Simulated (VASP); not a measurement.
# Fe2O3 (R-3c) in VASP: notebook, part 3 of 3

VASP 6.6.1. Earlier steps stand in the parts before.

## (4) Band structure, PBE+U, collinear spin, ferromagnetic start

This run uses another cell than the first one, of 10.42 Å³/atom, 1.033 times its volume.

INCAR

```
PREC = Accurate
ENCUT = 520
EDIFF = 1E-7
ISMEAR = 1
SIGMA = 0.1
LREAL = False
LASPH = True
NELM = 150
ALGO = Normal
ISIF = 2
LWAVE = False
LCHARG = False
ISPIN = 2
MAGMOM = 4 4 4 4 0 0 0 0 0 0
LORBIT = 11
LMAXMIX = 4
LDAU = True
LDAUTYPE = 2
LDAUL = 2 -1
LDAUU = 5.3 0
LDAUJ = 0 0
LDAUPRINT = 1
GGA = PE
NBANDS = 49
AMIX = 0.2
BMIX = 1E-4
AMIX_MAG = 0.8
BMIX_MAG = 1E-4
ICORELEVEL = 1
LUSENCCL = False
```

KPOINTS

```
Automatic mesh
0
Gamma
  9 9 9
```

POSCAR

```
Fe2O3                                   
1.0
    2.5536548571      1.4743533212      4.6126343148
   -2.5536548571      1.4743533212      4.6126343148
    0.0000000000     -2.9487066422      4.6126343148
  Fe              O             
     4     6
Direct
     0.3532743998980467    0.3532743998980467    0.3532743998980467
     0.1467256001019532    0.1467256001019532    0.1467256001019532
     0.6467256001019532    0.6467256001019532    0.6467256001019532
     0.8532743998980468    0.8532743998980468    0.8532743998980468
     0.5541573053129329    0.9458426946870671    0.2500000000000000
     0.2499999999999787    0.5541573053129045    0.9458426946871168
     0.9458426946870955    0.2500000000000213    0.5541573053128832
     0.4458426946870671    0.0541573053129329    0.7500000000000000
     0.7500000000000213    0.4458426946870955    0.0541573053128832
     0.0541573053129045    0.7499999999999787    0.4458426946871168
```

KPOINTS_OPT

```
explicit points
143
Reciprocal
 0.0000000000  0.0000000000  0.0000000000 1
 0.0357142857  0.0000000000  0.0000000000 1
 0.0714285714  0.0000000000  0.0000000000 1
 0.1071428571  0.0000000000  0.0000000000 1
 0.1428571429  0.0000000000  0.0000000000 1
 0.1785714286  0.0000000000  0.0000000000 1
[... 135 lines left out ...]
 0.6332115686  0.6332115686  0.2335768628 1
 0.6332115686  0.3667884314  0.0000000000 1
```

Command:

```console
$ cat potpaw_PBE.64/Fe/POTCAR potpaw_PBE.64/O/POTCAR > POTCAR
$ mpirun -np 1 vasp_std > vasp.out
```

Run time: 63 min. Hardware: 1 × NVIDIA H100 80GB with 1 thread of AMD EPYC 7R13 (Zen 3), shared host; peak memory 2.1 GiB.

The run converged. Its results:

| Property | Result |
| --- | --- |
| Free energy | -66.2014 eV |
| Pressure | 0.3 GPa |
| Largest force | 0.004 eV/Å |
| Band gap on the k mesh | 1.66 eV, indirect (least direct gap 1.81 eV) |
| Band gap along the path | 1.65 eV, indirect (least direct gap 1.81 eV) |
| Net moment | 20.00 μB per cell |
| Site moments | Fe +4.42; O +0.34 μB |
| Valence electrons inside the program's atomic spheres | Fe 6.67; O 5.04 |

Forces on the atoms (eV/Å):
```
Fe   0.000  0.000 -0.004
Fe   0.000  0.000  0.004
Fe   0.000  0.000  0.004
Fe   0.000  0.000 -0.004
O    0.000  0.000  0.000
O    0.000  0.000  0.000
O    0.000  0.000  0.000
O    0.000  0.000  0.000
O    0.000  0.000  0.000
O    0.000  0.000  0.000
```

Levels at the corners of the path, in eV from the valence-band top:
Spin up:
```tsv
point	band 40	band 41	band 42	band 43	band 44	band 45	band 46	band 47	band 48	band 49
Γ	-0.72	-0.39	-0.39	0.00	0.00	4.36	8.23	10.28	10.54	11.25
L	-1.04	-0.79	-0.79	-0.25	-0.25	7.63	7.63	9.07	9.07	10.75
L	-1.04	-0.79	-0.79	-0.25	-0.25	7.63	7.63	9.07	9.07	10.75
B1	-0.97	-0.44	-0.44	-0.21	-0.21	8.42	8.42	8.65	8.65	10.44
B	-0.97	-0.44	-0.44	-0.21	-0.21	8.42	8.42	8.65	8.65	10.44
Z	-1.27	-0.30	-0.30	-0.30	-0.30	6.98	6.98	10.86	10.86	11.37
Z	-1.27	-0.30	-0.30	-0.30	-0.30	6.98	6.98	10.86	10.86	11.38
Γ	-0.72	-0.39	-0.39	0.00	0.00	4.36	8.23	10.28	10.54	11.24
Γ	-0.72	-0.39	-0.39	0.00	0.00	4.36	8.23	10.28	10.54	11.24
X	-0.69	-0.60	-0.33	-0.22	-0.14	8.21	8.27	8.31	9.68	9.71
Q	-0.69	-0.60	-0.33	-0.22	-0.14	8.21	8.27	8.31	9.68	9.71
F	-1.12	-0.63	-0.30	-0.13	-0.13	8.13	8.18	9.34	9.36	9.87
F	-1.12	-0.63	-0.30	-0.13	-0.13	8.13	8.18	9.34	9.36	9.87
P1	-1.02	-0.55	-0.41	-0.38	-0.16	8.35	8.37	8.51	9.23	9.99
P1	-1.02	-0.55	-0.41	-0.38	-0.16	8.35	8.37	8.51	9.23	9.99
Z	-1.27	-0.30	-0.30	-0.30	-0.30	6.98	6.98	10.86	10.86	11.36
L	-1.04	-0.79	-0.79	-0.25	-0.25	7.63	7.63	9.07	9.07	10.75
P	-1.02	-0.55	-0.41	-0.38	-0.16	8.35	8.37	8.51	9.23	9.99
```
Spin down:
```csv
point,band 21,band 22,band 23,band 24,band 25,band 26,band 27,band 28
Γ,-1.58,-0.73,-0.73,-0.56,1.93,1.93,1.96,2.25
L,-1.66,-1.66,-0.78,-0.78,1.86,1.86,2.24,2.24
L,-1.66,-1.66,-0.78,-0.78,1.86,1.86,2.24,2.24
B1,-1.52,-1.52,-1.01,-1.01,1.79,1.79,2.11,2.11
B,-1.52,-1.52,-1.01,-1.01,1.79,1.79,2.11,2.11
Z,-1.32,-1.32,-1.32,-1.32,2.18,2.18,2.18,2.18
Z,-1.32,-1.32,-1.32,-1.32,2.18,2.18,2.18,2.18
Γ,-1.58,-0.73,-0.73,-0.56,1.93,1.93,1.96,2.25
Γ,-1.58,-0.73,-0.73,-0.56,1.93,1.93,1.96,2.25
X,-1.67,-1.30,-1.19,-0.82,1.70,1.79,2.15,2.16
Q,-1.67,-1.30,-1.19,-0.82,1.70,1.79,2.15,2.16
F,-1.59,-1.55,-1.33,-0.88,1.84,1.85,1.92,2.04
F,-1.59,-1.55,-1.33,-0.88,1.84,1.85,1.92,2.04
P1,-1.55,-1.40,-1.37,-0.93,1.79,1.86,2.02,2.25
P1,-1.55,-1.40,-1.37,-0.93,1.79,1.86,2.02,2.25
Z,-1.32,-1.32,-1.32,-1.32,2.18,2.18,2.18,2.18
L,-1.66,-1.66,-0.78,-0.78,1.86,1.86,2.24,2.24
P,-1.55,-1.40,-1.37,-0.93,1.79,1.86,2.02,2.25
```

Eigenvalues of the final occupation matrices:
```tsv
site	spin	trace	eigenvalues
site 1 d	1	5.08	0.99 0.99 0.99 1.06 1.06
site 1 d	2	0.72	0.06 0.06 0.07 0.27 0.27
site 2 d	1	5.08	0.99 0.99 0.99 1.06 1.06
site 2 d	2	0.72	0.06 0.06 0.07 0.27 0.27
site 3 d	1	5.08	0.99 0.99 0.99 1.06 1.06
site 3 d	2	0.72	0.06 0.06 0.07 0.27 0.27
site 4 d	1	5.08	0.99 0.99 0.99 1.06 1.06
site 4 d	2	0.72	0.06 0.06 0.07 0.27 0.27
```

Core levels (eV, on the scale of the bands):
```csv
atom,levels
1 Fe,"1s -6991.2, 2s -812.3, 2p -691.0, 3s -85.7, 3p -51.7"
2 Fe,"1s -6991.2, 2s -812.3, 2p -691.0, 3s -85.7, 3p -51.7"
3 Fe,"1s -6991.2, 2s -812.3, 2p -691.0, 3s -85.7, 3p -51.7"
4 Fe,"1s -6991.2, 2s -812.3, 2p -691.0, 3s -85.7, 3p -51.7"
5 O,1s -501.1
6 O,1s -501.1
```

Caveat: only a ferromagnetic start was run, and an antiferromagnetic order may lie lower in energy. The state reached can hang on the start; a lower one may exist.

## (5) Relaxation of cell and atoms, r2SCAN+rVV10+U, collinear spin, ferromagnetic start

INCAR

```
SYSTEM = Fe2O3
ALGO = Normal
AMIX = 0.2
AMIX_MAG = 0.8
BMIX = 1E-4
BMIX_MAG = 1E-4
BPARAM = 11.95
CPARAM = 0.0093
EDIFF = 1E-6
EDIFFG = -0.01
ENCUT = 600
IBRION = 2
ISIF = 3
ISMEAR = 1
ISPIN = 2
IVDW_NL = 2
LASPH = .True.
LCHARG = .False.
LDAU = .True.
LDAUJ = 0 0
LDAUL = 2 -1
LDAUPRINT = 1
LDAUTYPE = 2
LDAUU = 5.3 0
LMAXMIX = 4
LMIXTAU = .True.
LORBIT = 11
LREAL = .False.
LUSENCCL = .False.
LUSE_VDW = .True.
LWAVE = .False.
MAGMOM = 4 4 4 4 0 0 0 0 0 0
METAGGA = R2SCAN
NELM = 150
NSW = 90
PREC = Accurate
SIGMA = 0.1
```

KPOINTS

```
k-points
0
Gamma
  9 9 9
  0 0 0
```

POSCAR

```
Fe2O3
1.0
    2.5190000000      1.4543453300      4.5906666700
   -2.5190000000      1.4543453300      4.5906666700
    0.0000000000     -2.9086906600      4.5906666700
Fe O
4 6
Direct
    0.3553000000      0.3553000000      0.3553000000
    0.1447000000      0.1447000000      0.1447000000
    0.6447000000      0.6447000000      0.6447000000
    0.8553000000      0.8553000000      0.8553000000
    0.5559000000      0.9441000000      0.2500000000
    0.2500000000      0.5559000000      0.9441000000
    0.9441000000      0.2500000000      0.5559000000
    0.4441000000      0.0559000000      0.7500000000
    0.7500000000      0.4441000000      0.0559000000
    0.0559000000      0.7500000000      0.4441000000
```

Command:

```console
$ cat potpaw_PBE.64/Fe/POTCAR potpaw_PBE.64/O/POTCAR > POTCAR
$ mpirun -np 1 vasp_std > vasp.out
```

Wall time 71 min (1 × NVIDIA H100 80GB with 1 thread of AMD EPYC 7R13 (Zen 3), shared host); peak memory 1.9 GiB.

It converged, with:

| Item | Value |
| --- | --- |
| Free energy | -100.8326 eV |
| Relaxed volume | 10.01 Å³/atom |
| Relaxed cell | a = 5.399 Å, b = 5.399 Å, c = 5.399 Å, α = 55.67°, β = 55.67°, γ = 55.67° |
| Space group after relaxing (to 0.05 Å) | R-3c (No. 167) |
| Energy gained by relaxing | 5.3 meV/atom |
| Ionic steps | 7 |
| Pressure after relaxing | 0.0 GPa |
| Largest force after relaxing | 0.007 eV/Å |
| Band gap on the k mesh | 2.67 eV, indirect (least direct gap 2.80 eV) |
| Net moment | 20.00 μB per cell |
| Site moments | Fe +4.52; O +0.30 μB |
| Valence electrons inside the program's atomic spheres | Fe 6.72; O 5.10 |

Forces on the atoms (eV/Å):
```
Fe   0.000  0.000  0.006
Fe   0.000  0.000 -0.006
Fe   0.000  0.000 -0.006
Fe   0.000  0.000  0.006
O    0.007  0.000  0.000
O   -0.004  0.006  0.000
O   -0.004 -0.006  0.000
O   -0.007  0.000  0.000
O    0.004 -0.006  0.000
O    0.004  0.006  0.000
```

Stress tensor (GPa, compression positive):
```
0.01 0.00 0.00
0.00 0.01 0.00
0.00 0.00 0.09
```

The path:
| step | energy change (eV) | largest force (eV/Å) | pressure (GPa) | volume (Å³) |
| --- | --- | --- | --- | --- |
| 1 | 0.0000 | 0.5202 | -1.50 | 100.91 |
| 2 | -0.0499 | 0.0676 | 1.22 | 99.53 |
| 3 | -0.0500 | 0.0860 | 1.08 | 99.58 |
| 4 | -0.0514 | 0.0240 | -0.79 | 100.44 |
| 5 | -0.0524 | 0.0286 | -0.07 | 100.10 |
| 6 | -0.0528 | 0.0118 | -0.01 | 100.09 |
| 7 | -0.0529 | 0.0071 | 0.03 | 100.08 |

Final structure:
```xyz
10
Lattice="2.5207 1.4553 4.5470 -2.5207 1.4553 4.5470 0.0000 -2.9106 4.5470" Properties=species:S:1:pos:R:3 pbc="T T T"
Fe    0.0000    0.0000    4.8155
Fe    0.0000    0.0000    2.0049
Fe    0.0000    0.0000    8.8254
Fe    0.0000    0.0000   11.6359
O    -0.9887    1.4553    7.9572
O    -0.7660   -1.5839    7.9572
O     1.7547    0.1286    7.9572
O     0.9887   -1.4553    5.6837
O     0.7660    1.5839    5.6837
O    -1.7547   -0.1286    5.6837
```

Levels at points of the mesh, in eV from the valence-band top:
Spin up:
| k point | band 41 | band 42 | band 43 | band 44 | band 45 | band 46 | band 47 | band 48 |
| --- | --- | --- | --- | --- | --- | --- | --- | --- |
| (0.00, 0.00, 0.00) | -0.40 | -0.40 | 0.00 | 0.00 | 5.32 | 9.15 | 11.18 | 11.87 |
Spin down:
```
           k point  band 21  band 22  band 23  band 24  band 25  band 26  band 27  band 28
(0.00, 0.00, 0.00)    -1.43    -0.54    -0.54    -0.36     2.95     2.99     2.99     3.33
```

Eigenvalues of the final occupation matrices:
| site | spin | trace | eigenvalues |
| --- | --- | --- | --- |
| site 1 d | 1 | 5.12 | 0.99 0.99 0.99 1.08 1.08 |
| site 1 d | 2 | 0.66 | 0.05 0.05 0.06 0.25 0.25 |
| site 2 d | 1 | 5.12 | 0.99 0.99 0.99 1.08 1.08 |
| site 2 d | 2 | 0.66 | 0.05 0.05 0.06 0.25 0.25 |
| site 3 d | 1 | 5.12 | 0.99 0.99 0.99 1.08 1.08 |
| site 3 d | 2 | 0.66 | 0.05 0.05 0.06 0.25 0.25 |
| site 4 d | 1 | 5.12 | 0.99 0.99 0.99 1.08 1.08 |
| site 4 d | 2 | 0.66 | 0.05 0.05 0.06 0.25 0.25 |

Caveat: the PAW data sets were made with another functional, which shifts forces and pressure a little; an odd mesh through Γ misses points on the zone boundary, where band edges often lie; only a ferromagnetic start was run, and an antiferromagnetic order may lie lower in energy.

## (6) Overview

| task | level | cell | cutoff (eV) | gap on the mesh (eV) | pressure (GPa) | moment (μB) | relaxed volume (Å³/atom) |
| --- | --- | --- | --- | --- | --- | --- | --- |
| relaxation of cell and atoms | PBE+U | relaxed | 600 | 1.66 | 0.0 | 20.00 | 10.42 |
| band structure | PBE+U | R-3c, 10.42 Å³/atom | 520 | 1.66 | 0.3 | 20.00 | - |
| relaxation of cell and atoms | r2SCAN+rVV10+U | relaxed | 600 | 2.67 | 0.0 | 20.00 | 10.01 |

Alike in all rows: potentials or basis VASP PAW PBE potentials, release 64 (Fe, O); spin collinear, ferromagnetic start; Fe d U = 5.3 eV; k mesh 9 × 9 × 9; smearing methfessel-paxton 0.1 eV.

Caveats: only a ferromagnetic start was run, and an antiferromagnetic order may lie lower in energy; an odd mesh through Γ misses points on the zone boundary, where band edges often lie (some runs); the PAW data sets were made with another functional, which shifts forces and pressure a little (some runs).

Total energies depend on the potentials used, so only differences within one code and one set of settings carry meaning.
